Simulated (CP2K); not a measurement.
**Co in CP2K: the effect of starting spin order**

The system is Co.

```
Co
1.0
     4.94400    0.00000    0.00000
    -1.23600    2.14081    0.00000
     0.00000    0.00000    4.02114
Co
4
Direct
  0.33333 0.33333 0.75000
  0.83333 0.33333 0.75000
  0.16667 0.66667 0.25000
  0.66667 0.66667 0.25000
```

Alike in all runs:

* Program: CP2K 2026.2
* Task: single point
* Functional: PBE
* Potentials or basis: POTENTIAL_UZH Co GTH-PBE-q17; DZVP-MOLOPT-PBE-GTH basis
* Density cutoff: 11565 eV
* k mesh: 9 × 9 × 5
* Occupations: fermi-dirac, width 0.05 eV

```tsv
starting spin order	energy over the lowest run (meV/atom)	pressure (GPa)	final net moment (μB)	final largest site moment (μB)
ferromagnetic	0.0	3.9	6.39	1.60
ferromagnetic start, larger moments	0.0	3.9	6.39	1.60
antiferromagnetic	?	?	?	?
non-magnetic	274.9	-7.3	0.00	0.00
spin-polarised from zero moments	274.9	-7.3	0.00	0.00
```

What does the run with starting spin order antiferromagnetic give?

Energy over the lowest run 213.8 meV/atom; pressure 0.2 GPa; final net moment 0.00 μB; final largest site moment 1.25 μB.

Caveats: the basis of atomic orbitals isn't converged, which shifts pressures, moduli and gaps; the total moment is fixed, so each spin has its own Fermi level (some runs).
